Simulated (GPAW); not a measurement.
# TePb (Fm-3m) in GPAW: further runs

The runs below take TePb through band structure, equation of state, with PBE, BP86, BEEF-vdW, revPBE+D3, RPBE.

All numbers are computed with GPAW 26.7.0; they aren't measurements. Logs are shortened: lines on timing, memory, paths and dates and some standing lists are left out, and cuts for length are marked. The log counts tension as positive stress, the text compression.

**What was measured.**

From a printed reference work, monograph, for a bulk crystal of TePb at 4.2 K: band gap 0.19 eV (direct).

The results are compared with them further down.

## (1) Starting point

The structure is cubic, space group Fm-3m (No. 225). Conventional cell: a = 6.462 Å, b = 6.462 Å, c = 6.462 Å, α = 90.00°, β = 90.00°, γ = 90.00°. Around Pb (site symmetry m-3m) lie 6 Te at 3.23 Å. Around Te (site symmetry m-3m) lie 6 Pb at 3.23 Å.

## (2) Band structure, PBE, spin-orbit coupling, no magnetisation

run.py reads:

```python
import numpy as np
import spglib
from ase import Atoms
from ase.dft.bandgap import bandgap
from ase.io import read, write
from ase.units import GPa
from gpaw import GPAW, PW
from gpaw.spinorbit import soc_eigenstates

atoms = read('TePb.cif')
cell, positions, numbers = spglib.find_primitive(
    (atoms.cell[:], atoms.get_scaled_positions(), atoms.numbers), symprec=1e-4)
atoms = Atoms(numbers, cell=cell, scaled_positions=positions, pbc=True)

calc = GPAW(mode=PW(600),
            xc='PBE',
            kpts={'size': (6, 6, 6), 'gamma': True},
            occupations={'name': 'fermi-dirac', 'width': 0.05},
            nbands=19,
            convergence={'density': 1e-05, 'energy': 1e-05},
            maxiter=150,
            txt='gpaw.txt')
atoms.calc = calc
energy = atoms.get_potential_energy()
forces = atoms.get_forces()
stress = atoms.get_stress()
calc.write('gs.gpw')
write('result.traj', atoms)
print(f'Energy: {energy:.6f} eV')
print('Forces (eV/A):')
print(forces.round(4))
print('Stress (GPa):', (stress / GPa).round(3))
print('Fermi level:', round(calc.get_fermi_level(), 4), 'eV')
print(f'Gap: {bandgap(calc)[0]:.4f} eV, direct: {bandgap(calc, direct=True)[0]:.4f} eV')

path = atoms.cell.bandpath('GXWKGLUWLK,UX', npoints=80, eps=1e-4)
bs_calc = calc.fixed_density(kpts=path, symmetry='off', nbands=32,
                             convergence={'bands': 'CBM+6.0', 'eigenstates': 1e-6}, txt='bands.txt')
bs = bs_calc.band_structure()
bs.write('bs.json')
print(f'Gap on the path: {bandgap(bs_calc)[0]:.4f} eV')

soc = soc_eigenstates(bs_calc, theta=90, phi=0)
np.savetxt('soc_bands.dat', soc.eigenvalues(), fmt='%.4f')
mesh = soc_eigenstates('gs.gpw', theta=90, phi=0)
np.savetxt('soc_mesh.dat', mesh.eigenvalues(), fmt='%.4f')
print('Fermi level with spin-orbit coupling:', round(mesh.fermi_level, 4), 'eV')
```

TePb.cif reads:

```cif
data_TePb
_cell_length_a 6.46200000
_cell_length_b 6.46200000
_cell_length_c 6.46200000
_cell_angle_alpha 90.00000000
_cell_angle_beta 90.00000000
_cell_angle_gamma 90.00000000
_space_group_name_H-M_alt 'Fm-3m'
_space_group_name_Hall '-F 4 2 3'
_space_group_IT_number 225
loop_
_space_group_symop_operation_xyz
'x,y,z'
'-x,-y,-z'
'-y,x,z'
'y,-x,-z'
'-x,-y,z'
'x,y,-z'
'y,-x,z'
'-y,x,-z'
'x,-y,-z'
'-x,y,z'
'-y,-x,-z'
'y,x,z'
'-x,y,-z'
'x,-y,z'
'y,x,-z'
'-y,-x,z'
'z,x,y'
'-z,-x,-y'
'z,-y,x'
'-z,y,-x'
'z,-x,-y'
'-z,x,y'
'z,y,-x'
'-z,-y,x'
'-z,x,-y'
'z,-x,y'
'-z,-y,-x'
'z,y,x'
'-z,-x,y'
'z,x,-y'
'-z,y,x'
'z,-y,-x'
'y,z,x'
'-y,-z,-x'
'x,z,-y'
'-x,-z,y'
'-y,z,-x'
'y,-z,x'
'-x,z,y'
'x,-z,-y'
'-y,-z,x'
'y,z,-x'
'-x,-z,-y'
'x,z,y'
'y,-z,-x'
'-y,z,x'
'x,-z,y'
'-x,z,-y'
'x,y+1/2,z+1/2'
'-x,-y+1/2,-z+1/2'
'-y,x+1/2,z+1/2'
[... 62 lines left out ...]
'-z+1/2,-x,-y+1/2'
'z+1/2,-y,x+1/2'
'-z+1/2,y,-x+1/2'
'z+1/2,-x,-y+1/2'
'-z+1/2,x,y+1/2'
'z+1/2,y,-x+1/2'
'-z+1/2,-y,x+1/2'
'-z+1/2,x,-y+1/2'
'z+1/2,-x,y+1/2'
'-z+1/2,-y,-x+1/2'
'z+1/2,y,x+1/2'
'-z+1/2,-x,y+1/2'
'z+1/2,x,-y+1/2'
'-z+1/2,y,x+1/2'
'z+1/2,-y,-x+1/2'
'y+1/2,z,x+1/2'
'-y+1/2,-z,-x+1/2'
'x+1/2,z,-y+1/2'
'-x+1/2,-z,y+1/2'
'-y+1/2,z,-x+1/2'
'y+1/2,-z,x+1/2'
'-x+1/2,z,y+1/2'
'x+1/2,-z,-y+1/2'
'-y+1/2,-z,x+1/2'
'y+1/2,z,-x+1/2'
'-x+1/2,-z,-y+1/2'
'x+1/2,z,y+1/2'
'y+1/2,-z,-x+1/2'
'-y+1/2,z,x+1/2'
'x+1/2,-z,y+1/2'
'-x+1/2,z,-y+1/2'
'x+1/2,y+1/2,z'
'-x+1/2,-y+1/2,-z'
'-y+1/2,x+1/2,z'
'y+1/2,-x+1/2,-z'
'-x+1/2,-y+1/2,z'
'x+1/2,y+1/2,-z'
'y+1/2,-x+1/2,z'
'-y+1/2,x+1/2,-z'
'x+1/2,-y+1/2,-z'
'-x+1/2,y+1/2,z'
'-y+1/2,-x+1/2,-z'
'y+1/2,x+1/2,z'
'-x+1/2,y+1/2,-z'
'x+1/2,-y+1/2,z'
'y+1/2,x+1/2,-z'
'-y+1/2,-x+1/2,z'
'z+1/2,x+1/2,y'
'-z+1/2,-x+1/2,-y'
'z+1/2,-y+1/2,x'
'-z+1/2,y+1/2,-x'
'z+1/2,-x+1/2,-y'
'-z+1/2,x+1/2,y'
'z+1/2,y+1/2,-x'
'-z+1/2,-y+1/2,x'
'-z+1/2,x+1/2,-y'
'z+1/2,-x+1/2,y'
'-z+1/2,-y+1/2,-x'
'z+1/2,y+1/2,x'
'-z+1/2,-x+1/2,y'
'z+1/2,x+1/2,-y'
'-z+1/2,y+1/2,x'
'z+1/2,-y+1/2,-x'
'y+1/2,z+1/2,x'
'-y+1/2,-z+1/2,-x'
'x+1/2,z+1/2,-y'
'-x+1/2,-z+1/2,y'
'-y+1/2,z+1/2,-x'
'y+1/2,-z+1/2,x'
'-x+1/2,z+1/2,y'
'x+1/2,-z+1/2,-y'
'-y+1/2,-z+1/2,x'
'y+1/2,z+1/2,-x'
'-x+1/2,-z+1/2,-y'
'x+1/2,z+1/2,y'
'y+1/2,-z+1/2,-x'
'-y+1/2,z+1/2,x'
'x+1/2,-z+1/2,y'
'-x+1/2,z+1/2,-y'
loop_
_atom_site_label
_atom_site_type_symbol
_atom_site_symmetry_multiplicity
_atom_site_Wyckoff_symbol
_atom_site_fract_x
_atom_site_fract_y
_atom_site_fract_z
_atom_site_occupancy
Pb1 Pb 4 a 0.0000000000 0.0000000000 0.0000000000 1
Te1 Te 4 b 0.5000000000 0.0000000000 0.0000000000 1
```

Potentials or basis: GPAW PAW data sets (gpaw-data 1.2.1), pw.

On the command line:

```bash
$ OMP_NUM_THREADS=1 python run.py
```

gpaw.txt:

```text
__  _  _
 | _ |_)|_||  |
 |__||  | ||/\| - 26.7.0

Input parameters:
  mode=PW(ecut=600.0),
  convergence={'density': 1e-05, 'energy': 1e-05},
  kpts=MonkhorstPack(size=(6, 6, 6), gamma=True),
  maxiter=150,
  nbands=19,
  occupations=Occupations(name='fermi-dirac', width=0.05),
  xc=XC(name='PBE')

Diagonalizing LCAO Hamiltonian
Converting LCAO to pw mode

                 Te

       Pb

Atoms  # Å, Bohr magnetons
|   | symbol |        x |        y |        z |    initial magnetic moments |
|---|--------|----------|----------|----------|-----------------------------|
| 0 |     Pb | 0.000000 | 0.000000 | 0.000000 | ( 0.0000,  0.0000,  0.0000) |
| 1 |     Te | 3.231000 | 3.231000 | 3.231000 | ( 0.0000,  0.0000,  0.0000) |

Unit cell  # Å
| periodic |        x |        y |        z |  lengths |    angles |
|----------|----------|----------|----------|----------|-----------|
|      yes | 0.000000 | 3.231000 | 3.231000 | 4.569324 | 60.000000 |
|      yes | 3.231000 | 0.000000 | 3.231000 | 4.569324 | 60.000000 |
|      yes | 3.231000 | 3.231000 | 0.000000 | 4.569324 | 60.000000 |

Number of symmetries: 48
Symmetry operations  # r_c * U_cc + t_c -> r_c
|    | kind |            matrix            |
|----|------|------------------------------|
|  0 |  σ   |  1, 0, 0,  1, 0,-1,  1,-1, 0 |
|  1 |  C2  |  1, 0, 0,  1,-1, 0,  1, 0,-1 |
|  2 |  E   |  1, 0, 0,  0, 1, 0,  0, 0, 1 |
|  3 |  σ   |  1, 0, 0,  0, 0, 1,  0, 1, 0 |
|  4 |  C4  |  1, 0,-1,  1, 0, 0,  1,-1, 0 |
|  5 |  S6  |  1, 0,-1,  1,-1, 0,  1, 0, 0 |
|  6 |  σ   |  1, 0,-1,  0, 1,-1,  0, 0,-1 |
|  7 |  C3  |  1, 0,-1,  0, 0,-1,  0, 1,-1 |
|  8 |  S6  |  1,-1, 0,  1, 0, 0,  1, 0,-1 |
|  9 |  C4  |  1,-1, 0,  1, 0,-1,  1, 0, 0 |
| 10 |  C3  |  1,-1, 0,  0,-1, 1,  0,-1, 0 |
| 11 |  σ   |  1,-1, 0,  0,-1, 0,  0,-1, 1 |
| 12 |  σ   |  0, 1, 0,  1, 0, 0,  0, 0, 1 |
| 13 |  C4  |  0, 1, 0,  0, 1,-1, -1, 1, 0 |
| 14 |  C3  |  0, 1, 0,  0, 0, 1,  1, 0, 0 |
| 15 |  S6  |  0, 1, 0, -1, 1, 0,  0, 1,-1 |
| 16 |  C2  |  0, 1,-1,  1, 0,-1,  0, 0,-1 |
| 17 |  σ   |  0, 1,-1,  0, 1, 0, -1, 1, 0 |
| 18 |  S4  |  0, 1,-1,  0, 0,-1,  1, 0,-1 |
| 19 |  C4  |  0, 1,-1, -1, 1, 0,  0, 1, 0 |
| 20 |  C3  |  0, 0, 1,  1, 0, 0,  0, 1, 0 |
| 21 |  σ   |  0, 0, 1,  0, 1, 0,  1, 0, 0 |
| 22 |  S6  |  0, 0, 1,  0,-1, 1, -1, 0, 1 |
| 23 |  C4  |  0, 0, 1, -1, 0, 1,  0,-1, 1 |
| 24 |  S4  |  0, 0,-1,  1, 0,-1,  0, 1,-1 |
| 25 |  C3  |  0, 0,-1,  0, 1,-1,  1, 0,-1 |
| 26 |  C2  |  0, 0,-1,  0,-1, 0, -1, 0, 0 |
| 27 |  S6  |  0, 0,-1, -1, 0, 0,  0,-1, 0 |
| 28 |  S4  |  0,-1, 1,  1,-1, 0,  0,-1, 0 |
| 29 |  C4  |  0,-1, 1,  0, 0, 1, -1, 0, 1 |
| 30 |  C2  |  0,-1, 1,  0,-1, 0,  1,-1, 0 |
| 31 |  σ   |  0,-1, 1, -1, 0, 1,  0, 0, 1 |
| 32 |  C3  |  0,-1, 0,  1,-1, 0,  0,-1, 1 |
| 33 |  S6  |  0,-1, 0,  0, 0,-1, -1, 0, 0 |
| 34 |  S4  |  0,-1, 0,  0,-1, 1,  1,-1, 0 |
| 35 |  C2  |  0,-1, 0, -1, 0, 0,  0, 0,-1 |
| 36 |  C2  | -1, 1, 0,  0, 1, 0,  0, 1,-1 |
| 37 |  S6  | -1, 1, 0,  0, 1,-1,  0, 1, 0 |
| 38 |  S4  | -1, 1, 0, -1, 0, 1, -1, 0, 0 |
| 39 |  C3  | -1, 1, 0, -1, 0, 0, -1, 0, 1 |
| 40 |  S6  | -1, 0, 1,  0, 0, 1,  0,-1, 1 |
| 41 |  C2  | -1, 0, 1,  0,-1, 1,  0, 0, 1 |
| 42 |  C3  | -1, 0, 1, -1, 1, 0, -1, 0, 0 |
| 43 |  S4  | -1, 0, 1, -1, 0, 0, -1, 1, 0 |
| 44 |  C2  | -1, 0, 0,  0, 0,-1,  0,-1, 0 |
| 45 |  i   | -1, 0, 0,  0,-1, 0,  0, 0,-1 |
| 46 |  σ   | -1, 0, 0, -1, 1, 0, -1, 0, 1 |
| 47 |  C2  | -1, 0, 0, -1, 0, 1, -1, 1, 0 |

BZ-sampling:
  Number of BZ points: 216
  Number of IBZ points: 16

  Monkhorst-Pack size: [6, 6, 6]
  Monkhorst-Pack shift: [0.08333333333333333, 0.08333333333333333, 0.08333333333333333]

K-points  # in reciprocal-cell coordinates
|     |                                coordinates |     weight |
|-----|--------------------------------------------|------------|
|   0 | (  0.00000000,   0.00000000,   0.00000000) | 0.00462963 |
|   1 | (  0.16666667,   0.16666667,   0.00000000) | 0.02777778 |
|   2 | (  0.16666667,   0.16666667,   0.16666667) | 0.03703704 |
|   3 | (  0.33333333,   0.16666667,   0.16666667) | 0.05555556 |
|   4 | (  0.33333333,   0.33333333,  -0.33333333) | 0.05555556 |
|   5 | (  0.33333333,   0.33333333,   0.00000000) | 0.02777778 |
|   6 | (  0.33333333,   0.33333333,   0.16666667) | 0.11111111 |
|   7 | (  0.33333333,   0.33333333,   0.33333333) | 0.03703704 |
|   8 | (  0.50000000,   0.33333333,  -0.33333333) | 0.11111111 |
|   9 | (  0.50000000,   0.33333333,  -0.16666667) | 0.05555556 |
| ... |                                            |            |
|  15 | (  0.50000000,   0.50000000,   0.50000000) | 0.01851852 |

Plane wave coefficients: 2285
Cutoff: 600.0 eV

Spin-components: 1 (collinear spins)
Bands:           19
Projectors:      11
Spin-degeneracy: 2
Datatype:        complex128

Parallelization:
  kpt:    1
  domain: 1
  band:   1

Density:
  Valence electrons: 20.0
  Components: 1
  Grid points: [27 27 27]
  Charge: 0.0  # |e|

Potential:
  Grid points: [27 27 27]

species:
  Pb:
    name:    Lead
    Z:       82.0
    valence: 14
    core:    68
    charge:  0.0  # [|e|]
    compensation charges:
      type: gauss
      rc: 0.38  # [Å]
      lmax: 2
    cutoffs:
      filter: 2.36  # [Å]
      core: 2.43  # [Å]
    projectors
    | kind |    occ | energy [eV] | rcut [Å] |
    |------|--------|-------------|----------|
    |   6s |  2.000 |     -11.969 |    1.259 |
    |   6p |  2.000 |      -3.506 |    1.275 |
    |   5d | 10.000 |     -21.211 |    1.217 |
    |    s |        |      15.243 |    1.259 |
    |    p |        |      23.705 |    1.275 |
    |    d |        |       6.001 |    1.217 |

    Using partial waves for Pb as LCAO basis

  Te:
    name:    Tellurium
    Z:       52.0
    valence: 6
    core:    46
    charge:  0.0  # [|e|]
    compensation charges:
      type: gauss
      rc: 0.36  # [Å]
      lmax: 2
    cutoffs:
      filter: 2.09  # [Å]
      core: 3.17  # [Å]
    projectors
    | kind |    occ | energy [eV] | rcut [Å] |
    |------|--------|-------------|----------|
    |   5s |  2.000 |     -15.089 |    1.180 |
    |   5p |  4.000 |      -5.955 |    1.196 |
    |    s |        |      12.123 |    1.180 |
    |    p |        |      21.256 |    1.196 |
    |    d |        |       0.000 |    1.238 |

    Using partial waves for Te as LCAO basis

Reference energy: -752065.146798  # eV

eigensolver:
  PPCG
  Converge bands: occupied
  niter=2

density mixing:
  MSR1-Mixer
  Pratt-step length: 0.05
  Maximum mixing coefficient: 0.75
  Old densities: 10
  SVD Regularization: 0.005
  Good broyden scale: 1.0
  Trust region scale: 1.0
  Backstep threshold: 4.0
  History deletion threshold: 6.0
  Fourier metric: weight=20.0, sigma=0.015

occupation numbers:
  Fermi-Dirac:
    width: 0.0500  # eV

poisson solver:
  ecut: 4800.0  # eV

xc functional:
  name: PBE with 2 nearest neighbor stencil

convergence criteria:
- Maximum integral of absolute [dens]ity change: 1e-05 electrons / valence electron
- Maximum [total energy] change in last 3 cyles: 1e-05 eV / valence electron
- Maximum integral of absolute [eigenst]ate change: 4e-08 eV^2 / valence electron
maximum number of iterations: 150

SCF iterations
|iter     | |      energy | eigst |  dens |
|---------|-|-------------|-------|-------|
|iter:   1| |   -7.907127 | -0.16 |       |
|iter:   2| |   -7.885465 | -1.98 | -1.35 |
|iter:   3| |   -7.798856 | -2.12 | -1.39 |
|iter:   4| |   -7.800572 | -3.78 | -1.99 |
|iter:   5| |   -7.801020 | -4.34 | -2.42 |
|iter:   6| |   -7.801031 | -5.83 | -3.31 |
|iter:   7| |   -7.801032c| -6.76 | -3.87 |
|iter:   8| |   -7.801032c| -7.80c| -4.61 |
|iter:   9| |   -7.801032c| -7.99c| -5.51c|

Converged in 9 steps
Energy contributions relative to reference atoms: (reference = -752065.146798)

Energy contributions:
  Kinetic:          19.898720
  Coulomb:         -20.188490
  Zero:              0.141359
  External:          0.000000
  Xc:               -7.652606
  Entropy:          -0.000030
  Spinorbit:         0.000000
  ----------------------------
  Free energy:      -7.801047
  Extrapolated:     -7.801032

dipole moment: (-27.309873, -27.309873, -27.309873)  # |e|*Ang

Fermi level: 6.043
Eigenvalues  # (at kpt = [0.000, 0.000, 0.000])
| band index |      eig [eV] | occ [0-2] |
|------------|---------------|-----------|
|          0 |       -11.051 |     2.000 |
|        ... |               |           |
|          2 |       -11.038 |     2.000 |
|          3 |       -11.038 |     2.000 |
|          4 |       -11.038 |     2.000 |
|          5 |        -6.328 |     2.000 |
|          6 |         0.142 |     2.000 |
|          7 |         4.303 |     2.000 |
[... 9 lines left out ...]
|         17 |        13.308 |     0.000 |
|         18 |        13.718 |     0.000 |

Gap: 0.692 eV
Transition (v -> c):
  (s=0, k=15, n=9, [0.50, 0.50, 0.50]) -> (s=0, k=15, n=10, [0.50, 0.50, 0.50])
No difference between direct/indirect transitions

Forces  # eV/Ang
|       x |        y |       z |
|---------|----------|---------|
| 0.00000 | -0.00000 | 0.00000 |  # Pb   0
| 0.00000 |  0.00000 | 0.00000 |  # Te   1

Stress tensor  # eV/Ang^3
|         x |         y |         z |
|-----------|-----------|-----------|
| -0.011604 | -0.000000 | -0.000000 |
| -0.000000 | -0.011604 | -0.000000 |
| -0.000000 | -0.000000 | -0.011604 |

# Writing to gs.gpw (mode='')
```

It took 69 s on 1 thread of Intel Xeon Platinum 8488C (Sapphire Rapids), shared host; peak memory 0.35 GiB.

Results:

* Free energy: -7.8010 eV
* Pressure: 1.9 GPa
* Band gap on the k mesh: 0.18 eV, indirect (least direct gap 0.34 eV)
* Band gap along the path: 0.15 eV, indirect (least direct gap 0.30 eV)

Levels at the corners of the path, in eV from the valence-band top:
```csv
point,band 18,band 19,band 20,band 21,band 22,band 23
Γ,-0.91,-0.91,-0.91,2.29,2.31,4.94
X,-3.25,-2.39,-2.39,3.34,3.34,4.36
W,-3.77,-0.31,-0.31,1.49,1.49,5.24
K,-2.62,-1.80,-1.80,2.96,2.96,4.18
Γ,-0.91,-0.91,-0.91,2.29,2.31,4.94
L,-0.58,-0.25,-0.25,0.16,0.16,1.40
U,-2.62,-1.80,-1.80,2.96,2.96,4.18
W,-3.77,-0.31,-0.31,1.49,1.49,5.24
L,-0.58,-0.25,-0.25,0.16,0.16,1.40
K,-2.62,-1.80,-1.80,2.96,2.96,4.18
U,-2.62,-1.80,-1.80,2.96,2.96,4.18
X,-3.25,-2.39,-2.39,3.34,3.34,4.36
```

Caveat: spin-orbit coupling was added after a scalar SCF, so levels and gaps hold it while energy, forces, pressure and moments don't; this program's spin-orbit splittings come out too wide for heavy elements.

(Part 1 of 3 ends here.)
